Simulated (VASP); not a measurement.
# BAs (Pm-3m) in VASP: relaxation of cell and atoms with r2SCAN+D4

Aim: the relaxation of cell and atoms of BAs with r2SCAN+D4.

Everything below comes from runs of VASP 6.6.1. Logs are shortened: lines on timing, memory, paths and dates and some standing lists are left out, and cuts for length are marked.

## Step 1: The structure

Symmetry: Pm-3m, No. 221, cubic system. Conventional cell: a = 2.957 Å, b = 2.957 Å, c = 2.957 Å, α = 90.00°, β = 90.00°, γ = 90.00°. B (site symmetry m-3m) is surrounded by 8 As at 2.56 Å. Around As (site symmetry m-3m) lie 8 B at 2.56 Å.

The cell was built by a generator and needn't be a form met in nature.

## Step 2: Relaxation of cell and atoms, r2SCAN+D4

The input, INCAR:

```
SYSTEM = BAs
PREC = Accurate ; ENCUT = 600
EDIFF = 1E-6 ; ISMEAR = 0
SIGMA = 0.05 ; LREAL = .False.
LASPH = .True. ; NELM = 60
ALGO = Normal ; ISIF = 3
LWAVE = .False. ; LCHARG = .False.
METAGGA = R2SCAN ; LMIXTAU = .True.
IVDW = 13 ; VDW_S6 = 1.0
VDW_S8 = 0.6018749 ; VDW_A1 = 0.51559235
VDW_A2 = 5.77342911 ; IBRION = 2
NSW = 40 ; EDIFFG = -0.005
```

The input, KPOINTS:

```
regular mesh
0
Gamma
  9 9 9
  0 0 0
```

The input, POSCAR:

```
BAs
1.0
    2.9570103300      0.0000000000      0.0000000000
    0.0000000000      2.9570103300      0.0000000000
    0.0000000000      0.0000000000      2.9570103300
B As
1 1
Direct
    0.5000000000      0.5000000000      0.5000000000
    0.0000000000      0.0000000000      0.0000000000
```

Potentials or basis: VASP PAW PBE potentials, release 64 (B, As).

Command:

```sh
> cat potpaw_PBE.64/B/POTCAR potpaw_PBE.64/As/POTCAR > POTCAR
> mpirun -np 1 vasp_std > vasp.out
```

OUTCAR:

```text
SYSTEM = BAs
   PREC = Accurate
   ENCUT = 600
   EDIFF = 1E-6
   ISMEAR = 0
   LREAL = .False.
   LASPH = .True.
   NELM = 60
   ISIF = 3
   METAGGA = R2SCAN
   IVDW = 13
   IBRION = 2
   NSW = 40
   EDIFFG = -0.005

 ion  position               nearest neighbor table
   1  0.500  0.500  0.500-
   2  0.000  0.000  0.000-

  LATTYP: Found a simple cubic cell.
 ALAT       =     2.9570103300

  Lattice vectors:

 A1 = (   2.9570103300,   0.0000000000,   0.0000000000)
 A2 = (   0.0000000000,   2.9570103300,   0.0000000000)
 A3 = (   0.0000000000,   0.0000000000,   2.9570103300)

Analysis of symmetry for initial positions (statically):
=====================================================================
 Subroutine PRICEL returns:
 Original cell was already a primitive cell.

 Routine SETGRP: Setting up the symmetry group for a
 simple cubic supercell.

 Subroutine GETGRP returns: Found 48 space group operations
 (whereof 48 operations were pure point group operations)
 out of a pool of 48 trial point group operations.

The static configuration has the point symmetry O_h .

Analysis of symmetry for dynamics (positions and initial velocities):
=====================================================================
 Subroutine PRICEL returns:
 Original cell was already a primitive cell.

 Routine SETGRP: Setting up the symmetry group for a
 simple cubic supercell.

 Subroutine GETGRP returns: Found 48 space group operations
 (whereof 48 operations were pure point group operations)
 out of a pool of 48 trial point group operations.

The dynamic configuration has the point symmetry O_h .

 Subroutine INISYM returns: Found 48 space group operations
 (whereof 48 operations are pure point group operations),
 and found     1 'primitive' translations

----------------------------------------------------------------------------------------

                                     Primitive cell

  volume of cell :      25.8558

  direct lattice vectors                    reciprocal lattice vectors
     2.957010330  0.000000000  0.000000000     0.338179407  0.000000000  0.000000000
     0.000000000  2.957010330  0.000000000     0.000000000  0.338179407  0.000000000
     0.000000000  0.000000000  2.957010330     0.000000000  0.000000000  0.338179407

  length of vectors
     2.957010330  2.957010330  2.957010330     0.338179407  0.338179407  0.338179407

  position of ions in fractional coordinates (direct lattice)
     0.500000000  0.500000000  0.500000000
     0.000000000  0.000000000  0.000000000

  ion indices of the primitive-cell ions
   primitive index   ion index
                 1           1
                 2           2

----------------------------------------------------------------------------------------
[... 68 lines left out ...]
   ENCUT  =  600.0 eV  44.10 Ry    6.64 a.u.   5.91  5.91  5.91*2*pi/ulx,y,z
   NELM   =     60;   NELMIN=  2; NELMDL= -5     # of ELM steps
   EDIFF  = 0.1E-05   stopping-criterion for ELM
   LREAL  =      F    real-space projection
   EDIFFG = -.5E-02   stopping-criterion for IOM
   NSW    =     40    number of steps for IOM
   IBRION =      2    ionic relax: 0-MD 1-quasi-New 2-CG
   NFREE  =      1    steps in history (QN), initial steepest desc. (CG)
   ISIF   =      3    stress and relaxation
   ISYM   =      2    0-nonsym 1-usesym 2-fastsym
   POTIM  = 0.5000    time-step for ionic-motion
   TEBEG  =    0.0;   TEEND  =   0.0 temperature during run
   PSTRESS=    0.0 pullay stress
   NELECT =       8.0000    total number of electrons
   NUPDOWN=      -1.0000    fix difference up-down
   EMIN   =  10.00;   EMAX   =-10.00  energy-range for DOS
   EFERMI =   0.00;   METHOD = LEGACY
   ISMEAR =     0;   SIGMA  =   0.05  broadening in eV -4-tet -1-fermi 0-gaus
   EFERMI_NEDOS =   21; number of points for ismear=-14 and -15
   IALGO  =     38    algorithm
   IMIX   =      4    mixing-type and parameters
     AMIX     =   0.40;   BMIX     =  1.00
     AMIX_MAG =   1.60;   BMIX_MAG =  1.00
  volume/ion in A,a.u.               =      12.93        87.24
  Fermi-wavevector in a.u.,A,eV,Ry     =   1.107266  2.092429 16.681261  1.226038
  Thomas-Fermi vector in A             =   2.243778
   LORBIT       =      0    0 simple, 1 ext, 2 COOP (PROOUT), +10 PAW based schemes
   METAGGA = R2SCAN    functional components
   LHFCALC =     F    Hartree Fock is set to
   AEXX    =    0.0000 exact exchange contribution
   IVDW    =    13    specifies the selected vdW correction
   LEPSILON=     F    determine dielectric tensor
   LRPA    =     F    only Hartree local field effects (RPA)
 conjugate gradient relaxation of ions
 non-spin polarized calculation
 Gauss-broadening in eV      SIGMA  =   0.05
  energy-cutoff  :      600.00
  volume of cell :       25.86
 maximum number of plane-waves:       883
 NGX is ok and might be reduce to    24
   NGX = 11   NGY = 11   NGZ = 11

--------------------------------------- Ionic step        1  -------------------------------------------

 number of electron       7.9999998 magnetization

 Free energy of the ion-electron system (eV)
  ---------------------------------------------------
  ext. energy  EPLUGINS =         0.00000000
  ---------------------------------------------------
  free energy    TOTEN  =       -18.65351506 eV

  energy without entropy =      -18.65112176  energy(sigma->0) =      -18.65231841

------------------------ aborting loop because EDIFF is reached ----------------------------------------

  DFT-D4 for vdW energy calculation

  Edisp (eV):   -0.29025
[... 71 lines left out ...]
--------------------------------------- Ionic step        3  -------------------------------------------

 number of electron       8.0000001 magnetization

 Free energy of the ion-electron system (eV)
  ---------------------------------------------------
  ext. energy  EPLUGINS =         0.00000000
  ---------------------------------------------------
  free energy    TOTEN  =       -18.65614802 eV

  energy without entropy =      -18.65461810  energy(sigma->0) =      -18.65538306

 E-fermi :   7.2167     XC(G=0): -12.2618

 val. band max:        7.1910232536   @ k =   0.4444   0.4444   0.3333
 cond. band min:       7.2650875906   @ k =   0.2222   0.0000   0.0000
 fundamental gap:      0.0740643369
 Fermi energy:         7.2167047138

 k-point     1 :       0.0000    0.0000    0.0000
  band No.  band energies     occupation
      1      -9.4705      2.00000
      2       6.4016      2.00000
      3       6.4016      2.00000
      4       6.4016      2.00000
      5       7.3780      0.00001
      6      13.3810      0.00000
      7      13.3810      0.00000
      8      17.5837      0.00000
[... 243 lines left out ...]
 k-point    24 :       0.4444    0.3333    0.1111
  band No.  band energies     occupation
      1      -4.4183      2.00000
      2      -1.0874      2.00000
      3       2.2325      2.00000
      4       4.5824      2.00000
      5       9.4425      0.00000
      6      10.9592      0.00000
      7      14.2927      0.00000
      8      14.7743      0.00000

 [... further k-points ...]

------------------------ aborting loop because EDIFF is reached ----------------------------------------

  DFT-D4 for vdW energy calculation

  Edisp (eV):   -0.30299
[... 25 lines left out ...]
  FREE ENERGIE OF THE ION-ELECTRON SYSTEM (eV)
  ---------------------------------------------------
  free  energy   TOTEN  =       -18.9591385842 eV

  energy  without entropy=      -18.9576086661  energy(sigma->0) =      -18.95837363

 reached required accuracy - stopping structural energy minimisation
```

CONTCAR:

```text
BAs
   1.00000000000000
     2.9145743473044883   -0.0000000000000000   -0.0000000000000000
    -0.0000000000000000    2.9145743473044883   -0.0000000000000000
     0.0000000000000000    0.0000000000000000    2.9145743473044883
  B               As
     1     1
Direct
     0.5000000000000000    0.5000000000000000    0.5000000000000000
     0.0000000000000000    0.0000000000000000    0.0000000000000000

  0.00000000E+00  0.00000000E+00  0.00000000E+00
  0.00000000E+00  0.00000000E+00  0.00000000E+00
```

Run time: 2.7 min. Hardware: 1 thread of AMD EPYC 7R43 (Zen 3), shared host; peak memory 0.11 GiB.

Results:

```
Free energy                            : -18.9591 eV
Relaxed volume                         : 12.38 Å³/atom
Relaxed cell                           : a = 2.915 Å, b = 2.915 Å, c = 2.915 Å, α = 90.00°, β = 90.00°, γ = 90.00°
Space group after relaxing (to 0.05 Å) : Pm-3m (No. 221)
Energy gained by relaxing              : 7.7 meV/atom
Ionic steps                            : 3
Pressure after relaxing                : 0.0 GPa
Band gap on the k mesh                 : none (metal or under the smearing width)
Dispersion energy per atom             : -0.151 eV
```

Step by step:
| step | energy change (eV) | largest force (eV/Å) | pressure (GPa) | volume (Å³) |
| --- | --- | --- | --- | --- |
| 1 | 0.0000 | 0.0000 | -4.14 | 25.86 |
| 2 | -0.0151 | 0.0000 | 0.66 | 24.62 |
| 3 | -0.0154 | 0.0000 | 0.01 | 24.76 |

Final structure:
```xyz
2
Lattice="2.9146 0.0000 0.0000 0.0000 2.9146 0.0000 0.0000 0.0000 2.9146" Properties=species:S:1:pos:R:3 pbc="T T T"
B     1.4573    1.4573    1.4573
As    0.0000    0.0000    0.0000
```

Levels at points of the mesh, in eV from the Fermi level:
| k point | band 1 | band 2 | band 3 | band 4 | band 5 | band 6 | band 7 | band 8 |
| --- | --- | --- | --- | --- | --- | --- | --- | --- |
| (0.00, 0.00, 0.00) | -16.69 | -0.82 | -0.82 | -0.82 | 0.16 | 6.16 | 6.16 | 10.37 |

Caveat: the PAW data sets were made with another functional, which shifts forces and pressure a little; pairwise dispersion overbinds metals, which lowers pressure and volume.

## Step 3: The reference run

An earlier run on the cell as given: functional PBE; potentials or basis VASP PAW PBE potentials, release 64 (B, As); cutoff 520 eV; k mesh 9 × 9 × 9; occupations fermi-dirac, width 0.05 eV; no spin polarisation.

- Pressure: -1.8 GPa
- Band gap on the k mesh: none (metal or under the smearing width)
